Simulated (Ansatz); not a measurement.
# PbS (Pm-3m) in Ansatz: notebook

Aim: see how the results for PbS move with the level of theory and the settings. Levels: r2SCAN, r2SCAN+D3(BJ), r2SCAN+D3(BJ)-ATM. Tasks: relaxation of cell and atoms.

All numbers are computed with Ansatz 0.2.0; they aren't measurements. Logs are shortened: lines on timing, memory, paths and dates and some standing lists are left out, and cuts for length are marked.

### 1 The structure

Symmetry: Pm-3m, No. 221, cubic system. The conventional cell has a = 3.654 Å, b = 3.654 Å, c = 3.654 Å, α = 90.00°, β = 90.00°, γ = 90.00°. Pb (site symmetry m-3m) is surrounded by 8 S at 3.16 Å. S (site symmetry m-3m) has 8 Pb at 3.16 Å as nearest neighbours.

Measurements of this composition are mostly on another form, of space group No. 225.

### 2 Relaxation of cell and atoms, r2SCAN

File input.yaml:

```yaml
crystal:
  lattice:
    - [3.653659, 0.0, 0.0]
    - [0.0, 3.653659, 0.0]
    - [0.0, 0.0, 3.653659]
  atoms:
    - { symbol: Pb, position: [0.0, 0.0, 0.0] }
    - { symbol: S, position: [0.5, 0.5, 0.5] }
hamiltonian:
  xc: r2scan
  pseudopotentials: { kind: paw }
kpoints:
  mp_grid: { grid: [7, 7, 7] }
scf:
  occupations: { method: fermi_dirac, width: 0.05 }
output:
  forces: true
  stress: true
  eigenvalues: true
  write_density: true
  write_potential: true
  elf: true
  volumetric_format: npy
relax:
  f_tol: 0.01
  max_steps: 40
  cell: { stress_tol: 0.05 }
```

Potentials or basis: Ansatz PAW.

Started as:

```sh
$ ansatz run input.yaml --threads 2 --pin off --max-ram 5632MiB --backend cpu --events-out ev --progress --plain --runs-dir out
```

Output:

```text
Warning: RAYON_NUM_THREADS=2 ignored (pool sized by the plan → 2); use --threads N
Engine: ansatz 0.2.0, aarch64-unknown-linux-gnu
Pseudopotentials: kind: paw
Pseudopotential: Pb, paw, valence charge 14, recommended cutoff 500 eV (meta_gga), Pb.paw.azcp
Pseudopotential: S, paw, valence charge 6, recommended cutoff 500 eV (meta_gga), S.paw.azcp
Functional definition: r2SCAN
  parameter k0 = 0.174
  parameter k1 = 0.065
  parameter a1 = 4.9479
  exchange = r2scan_x(k0 = k0, k1 = k1, a1 = a1)
  correlation = r2scan_c
Crystal: 2 atoms, lattice volume = 48.774 Å³
Basis set: ecut = 500 eV, 1237 PW (Γ), exchange–correlation on 108×108×108 points (64 copies of the dense FFT grid, shifted against one another)
Bands: 14, of which v1, the nominal top of the filled ones, is band 10 counted from 1 (9 counted from 0)
Symmetry: 48 space group operations
Space group: Pm-3m (ITA 221), of the structure as read, at distance tolerance 3.7e-5 Å
k-points: 20 of 343
Non-local potential: Pb, projectors of the file, l = 0: 2, l = 1: 2, l = 2: 2, l = 3: 2
Non-local potential: S, projectors of the file, l = 0: 2, l = 1: 2, l = 2: 2
PAW form: soft (Blöchl's): semilocal exchange-correlation on the pseudo side does not see the compensation charge
PAW frozen core: Pb, regenerated for the run's functional (the file was generated under x = pbe(κ = 0.804, μ = 0.2195149727645171), c = pbe(β = 0.06672455060314922))
PAW frozen core: S, regenerated for the run's functional (the file was generated under x = pbe(κ = 0.804, μ = 0.2195149727645171), c = pbe(β = 0.06672455060314922))
PAW one-centre angular grid: Pb, 590 points (default); XC on 160 Gauss nodes
PAW one-centre angular grid: S, 302 points (default); XC on 160 Gauss nodes
Initial density: superposition of atomic densities (neutral atoms: chi_scale 0, normalization atom), corrected by the library's trained network
Initial wavefunctions: pseudopotential atomic-orbital guess
Functional: x = r2scan, c = r2scan; τ floored in thin density (d = 2e-4 eV/Å³)
SCF iter   1: F=—  HF=-12827.465880 eV  |F-HF|=—  |Δ(HF+E_count)|=         —  Δρ=7.22e-3  dr2=3.17e-2  dr2_τ=4.43e-3  ethr=1.77e-3  ⟨swp⟩=6.6  Hψ=1720  notcnv=0
preconditioner: auto → none  [insulator: Δε(μ)=0.410 eV  Ē_g=16.411 eV  σ=0.050 eV  W_gap=0.96  n_scr=6 (ndim 8)  ℏωp=23.8 eV  f_vac=0.000  D(μ)=0.09/eV (n_scr^D=0)  ε∞_Penn≈3.1]
SCF iter   2: F=—  HF=-12827.470310 eV  |F-HF|=—  |Δ(HF+E_count)|=   4.43e-3  Δρ=2.63e-3  dr2=2.64e-3  dr2_τ=4.41e-4  ethr=1.59e-4  ⟨swp⟩=3.0  Hψ=715  notcnv=0
SCF iter   3: F=—  HF=-12827.470258 eV  |F-HF|=—  |Δ(HF+E_count)|=   5.15e-5  Δρ=1.17e-3  dr2=8.26e-4  dr2_τ=4.51e-5  ethr=1.32e-5  ⟨swp⟩=3.0  Hψ=486  notcnv=0
SCF iter   4: F=—  HF=-12827.470200 eV  |F-HF|=—  |Δ(HF+E_count)|=   5.83e-5  Δρ=3.70e-4  dr2=4.70e-5  dr2_τ=2.45e-6  ethr=4.13e-6  ⟨swp⟩=2.4  Hψ=349  notcnv=0
SCF iter   5: F=—  HF=-12827.470207 eV  |F-HF|=—  |Δ(HF+E_count)|=   7.33e-6  Δρ=5.42e-5  dr2=7.29e-7  dr2_τ=1.89e-8  ethr=2.35e-7  ⟨swp⟩=2.5  Hψ=378  notcnv=0
SCF iter   6: F=-12827.470208 eV  HF=-12827.470208 eV  |F-HF|=4.77e-10  |Δ(HF+E_count)|=   5.47e-7  Δρ=4.34e-6  dr2=6.01e-9  dr2_τ=3.14e-9  ethr=5.00e-10  ⟨swp⟩=10.8  Hψ=2163  notcnv=0
SCF 1 converged in 6 iterations: F = -12827.470208 eV  dr2 = 6.01e-9
relax step   1: F+E_penalty+E_count = -12827.47020786 eV  Δ(F+E_penalty+E_count) = +0.000e0 eV  max|allowed force component| = 3.780e-31 eV/Å  Δτ_max = 0.0000 Å  P = -0.748 GPa  Ω = 48.774 Å³  (6 SCF iters, dr2 threshold 1.00e-7 eV, accepted)
Crystal: 2 atoms, lattice volume = 47.948 Å³
Basis set: ecut = 500 eV, 1213 PW (Γ), exchange–correlation on 108×108×108 points (64 copies of the dense FFT grid, shifted against one another)
Initial density: handed on by an earlier stage of this run
Initial wavefunctions: those handed on with the density
iter 1 solved again at ethr=1.14e-6 eV; its pass at ethr=3.10e-3 eV (dr2=2.29e-4 eV) is discarded
SCF iter   1: F=—  HF=-12827.465417 eV  |F-HF|=—  |Δ(HF+E_count)|=         —  Δρ=4.54e-4  dr2=1.76e-4  dr2_τ=1.76e-3  ethr=1.14e-6  ⟨swp⟩=2.7  Hψ=2134  notcnv=0
preconditioner: auto → none  [insulator: Δε(μ)=0.261 eV  Ē_g=16.441 eV  σ=0.050 eV  W_gap=0.86  n_scr=6 (ndim 8)  ℏωp=24.0 eV  f_vac=0.000  D(μ)=0.34/eV (n_scr^D=0)  ε∞_Penn≈3.1]
SCF iter   2: F=—  HF=-12827.471556 eV  |F-HF|=—  |Δ(HF+E_count)|=   6.14e-3  Δρ=5.93e-4  dr2=3.66e-4  dr2_τ=1.74e-5  ethr=8.80e-7  ⟨swp⟩=2.1  Hψ=556  notcnv=0
SCF iter   3: F=—  HF=-12827.471488 eV  |F-HF|=—  |Δ(HF+E_count)|=   6.80e-5  Δρ=3.33e-4  dr2=1.03e-4  dr2_τ=1.48e-6  ethr=8.80e-7  ⟨swp⟩=1.4  Hψ=293  notcnv=0
SCF iter   4: F=—  HF=-12827.471471 eV  |F-HF|=—  |Δ(HF+E_count)|=   1.70e-5  Δρ=1.28e-4  dr2=6.99e-6  dr2_τ=1.48e-7  ethr=5.14e-7  ⟨swp⟩=2.0  Hψ=319  notcnv=0
SCF iter   5: F=—  HF=-12827.471480 eV  |F-HF|=—  |Δ(HF+E_count)|=   9.01e-6  Δρ=1.80e-4  dr2=3.47e-5  dr2_τ=8.42e-7  ethr=3.50e-8  ⟨swp⟩=3.0  Hψ=569  notcnv=0
SCF iter   6: F=—  HF=-12827.471474 eV  |F-HF|=—  |Δ(HF+E_count)|=   6.51e-6  Δρ=4.51e-5  dr2=2.11e-6  dr2_τ=5.29e-8  ethr=3.50e-8  ⟨swp⟩=2.0  Hψ=382  notcnv=0
SCF iter   7: F=—  HF=-12827.471473 eV  |F-HF|=—  |Δ(HF+E_count)|=   2.24e-7  Δρ=2.13e-5  dr2=4.76e-7  dr2_τ=1.16e-8  ethr=1.05e-8  ⟨swp⟩=1.1  Hψ=281  notcnv=0
SCF iter   8: F=-12827.471473 eV  HF=-12827.471473 eV  |F-HF|=1.16e-8  |Δ(HF+E_count)|=   6.99e-8  Δρ=4.30e-6  dr2=1.84e-8  dr2_τ=4.14e-10  ethr=1.00e-9  ⟨swp⟩=9.4  Hψ=1812  notcnv=0
SCF 2 converged in 8 iterations: F = -12827.471473 eV  dr2 = 1.84e-8
relax step   2: F+E_penalty+E_count = -12827.47147336 eV  Δ(F+E_penalty+E_count) = -1.266e-3 eV  max|allowed force component| = 7.889e-31 eV/Å  Δτ_max = 0.0000 Å  P = +0.295 GPa  Ω = 47.948 Å³  energy of the carried Pulay correction = +6.521e-5 eV  (8 SCF iters, dr2 threshold 2.00e-7 eV, accepted)
Crystal: 2 atoms, lattice volume = 48.179 Å³
iter 1 solved again at ethr=1.44e-7 eV; its pass at ethr=3.10e-3 eV (dr2=2.87e-5 eV) is discarded
SCF iter   1: F=—  HF=-12827.471190 eV  |F-HF|=—  |Δ(HF+E_count)|=         —  Δρ=1.30e-4  dr2=1.38e-5  dr2_τ=1.41e-4  ethr=1.44e-7  ⟨swp⟩=2.8  Hψ=2009  notcnv=0
preconditioner: auto → none  [insulator: Δε(μ)=0.301 eV  Ē_g=16.421 eV  σ=0.050 eV  W_gap=0.90  n_scr=6 (ndim 8)  ℏωp=23.9 eV  f_vac=0.000  D(μ)=0.24/eV (n_scr^D=0)  ε∞_Penn≈3.1]
SCF iter   2: F=—  HF=-12827.471670 eV  |F-HF|=—  |Δ(HF+E_count)|=   4.80e-4  Δρ=1.64e-4  dr2=2.80e-5  dr2_τ=1.33e-6  ethr=6.88e-8  ⟨swp⟩=2.1  Hψ=484  notcnv=0
SCF iter   3: F=—  HF=-12827.471664 eV  |F-HF|=—  |Δ(HF+E_count)|=   5.86e-6  Δρ=7.89e-5  dr2=5.47e-6  dr2_τ=1.19e-7  ethr=6.88e-8  ⟨swp⟩=2.0  Hψ=319  notcnv=0
SCF iter   4: F=—  HF=-12827.471664 eV  |F-HF|=—  |Δ(HF+E_count)|=   7.47e-7  Δρ=3.21e-5  dr2=3.97e-7  dr2_τ=9.40e-9  ethr=2.73e-8  ⟨swp⟩=2.2  Hψ=338  notcnv=0
SCF iter   5: F=—  HF=-12827.471664 eV  |F-HF|=—  |Δ(HF+E_count)|=   5.53e-7  Δρ=4.21e-5  dr2=1.82e-6  dr2_τ=4.40e-8  ethr=1.00e-9  ⟨swp⟩=10.8  Hψ=2154  notcnv=0
SCF iter   6: F=-12827.471664 eV  HF=-12827.471664 eV  |F-HF|=2.45e-8  |Δ(HF+E_count)|=   3.76e-7  Δρ=6.56e-6  dr2=4.24e-8  dr2_τ=1.10e-9  ethr=1.00e-9  ⟨swp⟩=6.7  Hψ=1671  notcnv=0
SCF 3 converged in 6 iterations: F = -12827.471664 eV  dr2 = 4.24e-8
relax step   3: F+E_penalty+E_count = -12827.47166376 eV  Δ(F+E_penalty+E_count) = -1.904e-4 eV  max|allowed force component| = 3.780e-31 eV/Å  Δτ_max = 0.0000 Å  P = -0.004 GPa  Ω = 48.179 Å³  energy of the carried Pulay correction = +4.688e-5 eV  (6 SCF iters, dr2 threshold 2.00e-7 eV, accepted)
Initial wavefunctions: pseudopotential atomic-orbital guess (no wavefunctions were taken with the density)
iter 1 solved again at ethr=8.70e-8 eV; its pass at ethr=3.10e-3 eV (dr2=1.74e-5 eV) is discarded
SCF iter   1: F=—  HF=-12827.471618 eV  |F-HF|=—  |Δ(HF+E_count)|=         —  Δρ=9.55e-6  dr2=4.62e-8  dr2_τ=2.17e-8  ethr=8.70e-8  ⟨swp⟩=3.1  Hψ=2561  notcnv=0
preconditioner: auto → none  [insulator: Δε(μ)=0.296 eV  Ē_g=16.421 eV  σ=0.050 eV  W_gap=0.89  n_scr=6 (ndim 8)  ℏωp=23.9 eV  f_vac=0.000  D(μ)=0.25/eV (n_scr^D=0)  ε∞_Penn≈3.1]
SCF iter   2: F=—  HF=-12827.471617 eV  |F-HF|=—  |Δ(HF+E_count)|=   1.19e-6  Δρ=5.25e-6  dr2=8.48e-9  dr2_τ=2.50e-9  ethr=2.31e-10  ⟨swp⟩=2.0  Hψ=422  notcnv=0
SCF iter   3: F=—  HF=-12827.471617 eV  |F-HF|=—  |Δ(HF+E_count)|=   1.66e-9  Δρ=2.93e-6  dr2=8.27e-10  dr2_τ=7.44e-10  ethr=4.24e-11  ⟨swp⟩=2.1  Hψ=356  notcnv=0
SCF iter   4: F=—  HF=-12827.471617 eV  |F-HF|=—  |Δ(HF+E_count)|=   3.63e-9  Δρ=5.14e-7  dr2=2.82e-11  dr2_τ=1.75e-11  ethr=4.14e-12  ⟨swp⟩=3.0  Hψ=477  notcnv=0
SCF iter   5: F=-12827.471617 eV  HF=-12827.471617 eV  |F-HF|=7.28e-12  |Δ(HF+E_count)|=  1.35e-10  Δρ=7.65e-8  dr2=1.01e-12  dr2_τ=2.08e-13  ethr=1.00e-12  ⟨swp⟩=6.7  Hψ=1389  notcnv=0
SCF 4 converged in 5 iterations: F = -12827.471617 eV  dr2 = 1.01e-12
relax step   4: F+E_penalty+E_count = -12827.47161668 eV  Δ(F+E_penalty+E_count) = +4.708e-5 eV  max|allowed force component| = 6.163e-31 eV/Å  Δτ_max = 0.0000 Å  P = -0.005 GPa  Ω = 48.179 Å³  stress off target by 4.82e-3 GPa  SCF on the basis re-selected at this cell (its energy is not comparable with the rows above)  (5 SCF iters)
basis re-selected at this cell: Δ(F+E_penalty+E_count) = +4.708e-5 eV, ΔP = -0.001 GPa vs the last step (what re-selecting the basis moved, of the pressure what is left beyond the Pulay correction that the steps carried, after the strain that the cell walked since its last selection, with what the two solves' SCF thresholds leave and, on support functions, any second-order correction that the steps lacked; it is no measure of the basis error at this ecutwfc). This SCF's stress stands 4.82e-3 GPa from its target on what of the cell is left free (relax.cell.stress_tol is 5.00e-2 GPa) and its largest allowed force component is 6.16e-31 eV/Å (relax.f_tol is 1.00e-2 eV/Å): within both
SCF converged after 5 iterations
Free energy (F): -12827.471617 eV
Harris-Foulkes:  -12827.471617 eV  (|F-HF|=7.28e-12)
Internal energy: -12827.468904 eV  (E = F + TS)
E sigma→0 (E₀):  -12827.470260 eV
Entropy (-TS):   -0.002713 eV (-1.356 meV/atom)
Fermi energy:    8.995652 eV
--- Per-component energies (eV) ---
  E_band       = -48.165486
  E_kinetic    = 392.306398
  E_local      = -1128.496906  (includes V_loc(G=0)·N_el)
  E_nonlocal   = 379.075309
  E_hartree    = 438.544417
  E_xc         = -300.651643
  E_vxc        = -239.766120  (∫ρ·V_xc dr)
  E_paw        = -11040.070515  (= ΣΔE_a)
  E_vpaw       = -343.101102  (= ΣTr[D̂ρ^β])
  E_aug_tail   = 0.000019  (compensation charges beyond the density's cutoff)
  E_vtau       = 14.728075  (kinetic-family band-sum trace: ∫τ·v_τ [+ j·A + Jᵃ·Aᵃ] dr)
  E_ewald      = -1569.031719
  E_core_change = 0.855736  (= ΣΔE_core)
  E_smearing   = -0.002713  (= −TS)
  E_closure    = 0.000000  (closes the sum)
  Σ components = -12827.471617   (vs F -12827.471617, Δ=0.00e0)
--- Forces (eV/Å), atoms counted from 1 ---
  atom   1  Pb    -0.00000000    -0.00000000     0.00000000
  atom   2  S      0.00000000    -0.00000000     0.00000000
  max |Σ_I F_I| component: 8.71e-31 eV/Å
--- Stress (GPa, compression-positive) ---
       -0.004822      -0.000000      -0.000000
       -0.000000      -0.004822      -0.000000
       -0.000000      -0.000000      -0.004822
  P = ⅓ Tr σ = -0.0048 GPa (-0.048 kbar)
--- Band table (eV; the first three rows and the last of 20) ---
  k-point 0: bands = ["-8.6658", "-8.6658", "-8.4431", "-8.4431", "-8.4431", "-4.7752", "2.1662", "7.2716", "7.2716", "7.2716", "14.9333", "14.9333", "15.9862", "15.9862"]
  k-point 1: bands = ["-8.6639", "-8.6354", "-8.4546", "-8.4546", "-8.4420", "-4.5963", "1.7634", "7.2954", "7.4460", "7.4460", "14.0926", "15.0867", "15.4449", "15.4449"]
  k-point 2: bands = ["-8.6597", "-8.5673", "-8.4802", "-8.4802", "-8.4394", "-4.1069", "0.7790", "7.6435", "7.8983", "7.8983", "12.0559", "14.2767", "14.2767", "15.5181"]
  k-point 19: bands = ["-8.5728", "-8.5663", "-8.5663", "-8.4092", "-8.4092", "-2.4295", "2.5473", "6.0635", "6.3120", "6.3120", "9.1239", "9.1239", "10.0105", "22.4787"]
--- Relaxed structure (3 steps of the walk, 3 accepted, 1 SCFs on fresh bases) ---
  F+E_penalty+E_count = -12827.47161668 eV   max|allowed force component| = 6.163e-31 eV/Å   (the final SCF, on the basis selected at the relaxed cell)
  cell:  # Å, volume = 48.1786 Å³
    - [3.638742815155002, 3.3703774026776627e-34, 1.6049416203226965e-35]
    - [3.3703774026776627e-34, 3.638742815155002, 3.209883240645393e-35]
    - [2.0864241064195054e-34, 4.81482486096809e-35, 3.638742815155002]
  atoms:
    - { symbol: Pb, position: [1.4981754253116714e-48, -1.509989525529984e-36, 5.490871001930621e-37] }
    - { symbol: S, position: [0.5, 0.5, 0.5] }
```

It took 5.9 s on 2 threads of Arm Neoverse V2, shared host; peak memory 0.4 GiB.

Results:

```yaml
Free_energy: -12827.4716 eV
Relaxed_volume: 24.09 Å³/atom
Relaxed_cell: a = 3.639 Å, b = 3.639 Å, c = 3.639 Å, α = 90.00°, β = 90.00°, γ = 90.00°
Space_group_after_relaxing_to_0.05_Å: Pm-3m (No. 221)
Energy_gained_by_relaxing: 0.7 meV/atom
Ionic_steps: 4
Pressure_after_relaxing: 0.0 GPa
Band_gap_on_the_k_mesh: 0.30 eV, indirect (least direct gap 1.66 eV)
```

The path:
```
step  energy change (eV)  largest force (eV/Å)  volume (Å³)
   1              0.0000                0.0000        48.77
   2             -0.0013                0.0000        47.95
   3             -0.0015                0.0000        48.18
   4             -0.0014                0.0000        48.18
```

Final structure:
```
Pb S
1.0
     3.63874    0.00000    0.00000
     0.00000    3.63874    0.00000
     0.00000    0.00000    3.63874
Pb S
1 1
Direct
  0.00000 0.00000 0.00000
  0.50000 0.50000 0.50000
```

Caveat: odd divisions of the mesh miss points on the zone boundary, where band edges often lie, so the gap on the mesh can be too wide; the plane-wave basis is chosen anew once the cell has moved, so the energies of steps on either side of that aren't comparable; spin-orbit coupling is left out, which as a rule narrows the gap of such compounds by several tenths of an eV; the PAW data sets come from PBE, with cores solved anew for the run's functional, which leaves a small shift of forces and pressure. A k mesh can miss the band edges.

### 3 Relaxation of cell and atoms, r2SCAN+D3(BJ)

Changes to input.yaml since step 2:

```diff
@@ -11,2 +11,3 @@
   pseudopotentials: { kind: paw }
+  dispersion: d3bj
 kpoints:
```

Potentials or basis: Ansatz PAW.

Started as:

```sh
$ ansatz run input.yaml --threads 2 --pin off --max-ram 5632MiB --backend cpu --events-out ev --progress --plain --runs-dir out
```

It took 5.9 s on 2 threads of Arm Neoverse V2, shared host; peak memory 0.4 GiB.

The run converged. Its results:

* Free energy: -12827.8302 eV
* Relaxed volume: 23.62 Å³/atom
* Relaxed cell: a = 3.615 Å, b = 3.615 Å, c = 3.615 Å, α = 90.00°, β = 90.00°, γ = 90.00°
* Space group after relaxing (to 0.05 Å): Pm-3m (No. 221)
* Energy gained by relaxing: 4.8 meV/atom
* Ionic steps: 4
* Pressure after relaxing: 0.0 GPa

Step by step:
```
step  energy change (eV)  largest force (eV/Å)  volume (Å³)
   1              0.0000                0.0000        48.77
   2             -0.0084                0.0000        46.65
   3             -0.0098                0.0000        47.24
   4             -0.0096                0.0000        47.24
```

Final structure:
```yaml
crystal:
  lattice:
    - [3.61490, 0.00000, 0.00000]
    - [0.00000, 3.61490, 0.00000]
    - [0.00000, 0.00000, 3.61490]
  atoms:
    - { symbol: Pb, position: [0.00000, 0.00000, 0.00000] }
    - { symbol: S, position: [0.50000, 0.50000, 0.50000] }
```

Levels at points of the mesh, in eV from the Fermi level:
```csv
k point,band 6,band 7,band 8,band 9,band 10,band 11,band 12,band 13,band 14
"(0.00, 0.00, 0.00)",-13.91,-6.76,-1.77,-1.77,-1.77,5.92,5.92,7.16,7.16
```

Caveat: the plane-wave basis is chosen anew once the cell has moved, so the energies of steps on either side of that aren't comparable; the PAW data sets come from PBE, with cores solved anew for the run's functional, which leaves a small shift of forces and pressure; the dispersion damping was fitted for another functional or another form of the correction. Spin-orbit coupling is left out, which matters for the levels of Pb.

### 4 Relaxation of cell and atoms, r2SCAN+D3(BJ)-ATM

Changes to input.yaml since step 3:

```diff
@@ -11,3 +11,3 @@
   pseudopotentials: { kind: paw }
-  dispersion: d3bj
+  dispersion: d3bjatm
 kpoints:
@@ -20,6 +20,2 @@
   eigenvalues: true
-  write_density: true
-  write_potential: true
-  elf: true
-  volumetric_format: npy
 relax:
```

Started as:

```sh
$ ansatz run input.yaml --threads 2 --pin off --max-ram 5632MiB --backend cpu --events-out ev --progress --plain --runs-dir out
```

Run time: 5.8 s. Hardware: 2 threads of Arm Neoverse V2, shared host; peak memory 0.39 GiB.

The run converged. Its results:

| Quantity | Value |
| --- | --- |
| Free energy | -12827.7867 eV |
| Relaxed volume | 23.72 Å³/atom |
| Relaxed cell | a = 3.620 Å, b = 3.620 Å, c = 3.620 Å, α = 90.00°, β = 90.00°, γ = 90.00° |
| Space group after relaxing (to 0.05 Å) | Pm-3m (No. 221) |
| Energy gained by relaxing | 3.6 meV/atom |
| Ionic steps | 4 |
| Pressure after relaxing | 0.0 GPa |
| Band gap on the k mesh | 0.25 eV, indirect (least direct gap 1.68 eV) |

Step by step:
| step | energy change (eV) | largest force (eV/Å) | volume (Å³) |
| --- | --- | --- | --- |
| 1 | 0.0000 | 0.0000 | 48.77 |
| 2 | -0.0062 | 0.0000 | 46.93 |
| 3 | -0.0073 | 0.0000 | 47.45 |
| 4 | -0.0072 | 0.0000 | 47.45 |

Final structure:
```
CELL_PARAMETERS angstrom
3.62031 0.00000 0.00000
0.00000 3.62031 0.00000
0.00000 0.00000 3.62031
ATOMIC_POSITIONS crystal
Pb 0.00000 0.00000 0.00000
S 0.50000 0.50000 0.50000
```

Levels at points of the mesh, in eV from the valence-band top:
```csv
k point,band 7,band 8,band 9,band 10,band 11,band 12,band 13,band 14
"(0.00, 0.00, 0.00)",-6.63,-1.62,-1.62,-1.62,6.07,6.07,7.26,7.26
```

Caveat: odd divisions of the mesh miss points on the zone boundary, where band edges often lie, so the gap on the mesh can be too wide; the plane-wave basis is chosen anew once the cell has moved, so the energies of steps on either side of that aren't comparable; spin-orbit coupling is left out, which as a rule narrows the gap of such compounds by several tenths of an eV; the PAW data sets come from PBE, with cores solved anew for the run's functional, which leaves a small shift of forces and pressure. A k mesh can miss the band edges.

### 5 The runs side by side

```csv
level,gap on the mesh (eV),pressure (GPa),relaxed volume (Å³/atom)
r2SCAN,0.30,0.0,24.09
r2SCAN+D3(BJ),-,0.0,23.62
r2SCAN+D3(BJ)-ATM,0.25,0.0,23.72
```

Alike in all rows: task relaxation of cell and atoms; potentials or basis Ansatz PAW; no spin polarisation; cell relaxed; k mesh 7 × 7 × 7; cutoff (eV) 500; smearing fermi-dirac 0.05 eV.

Caveats: the plane-wave basis is chosen anew once the cell has moved, so the energies of steps on either side of that aren't comparable; the PAW data sets come from PBE, with cores solved anew for the run's functional, which leaves a small shift of forces and pressure; odd divisions of the mesh miss points on the zone boundary, where band edges often lie, so the gap on the mesh can be too wide (some runs); spin-orbit coupling is left out, which as a rule narrows the gap of such compounds by several tenths of an eV (some runs); the dispersion damping was fitted for another functional or another form of the correction (some runs).

Total energies depend on the potentials used, so only differences within one code and one set of settings carry meaning.
